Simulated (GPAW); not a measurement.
The system is Ti.

```
Ti
1.0
     4.56737    0.00000    0.00000
    -2.28369    3.95546    0.00000
     0.00000    0.00000    2.82624
Ti
3
Cartesian
  2.2837 1.3185 1.4131
  0.0000 2.6370 1.4131
  0.0000 0.0000 0.0000
```

This isn't the form of Ti at room conditions, which is hcp.

Base run:

- Program: GPAW 26.7.0
- Functional: LDA
- Potentials or basis: the program's PAW data sets (release 1.2.1) made for this functional
- Cutoff: 600 eV
- Basis: pw
- k mesh: 5 × 5 × 7
- Occupations: fermi-dirac, width 0.05 eV
- Spin: no spin polarisation

Its results: pressure -8.5 GPa.

Question: The run is repeated on the same cell with these changes: functional from LDA to BLYP; potentials or basis from the program's PAW data sets (release 1.2.1) made for this functional to PAW data sets generated in the run's folder for this functional. What comes out?

Answer: Pressure 2.8 GPa.

Not every run made on this cell is shown here.
